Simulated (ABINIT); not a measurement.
Mo:

```
Mo
1.0
    -1.58381    1.58381    1.58381
     1.58381   -1.58381    1.58381
     1.58381    1.58381   -1.58381
Mo
1
Direct
  0.00000 0.00000 0.00000
```

Base run:

- Program: ABINIT 10.8.3 (patched build)
- Functional: LDA
- Potentials or basis: PseudoDojo NC SR LDA v0.4.1 standard
- Cutoff: 952 eV
- k mesh: 16 × 16 × 16, with 2 shifts
- Occupations: methfessel-paxton, width 0.136 eV
- Spin: no spin polarisation

Its results: pressure -14.6 GPa.

Problem. The run is repeated on the same cell with these changes: functional from LDA to PBEsol; potentials or basis from PseudoDojo NC SR LDA v0.4.1 standard to PseudoDojo NC SR PBEsol v0.4.1 standard; cutoff from 952 eV to 980 eV. What comes out?

Solution. Pressure -9.7 GPa.

Not every run made on this cell is shown here.
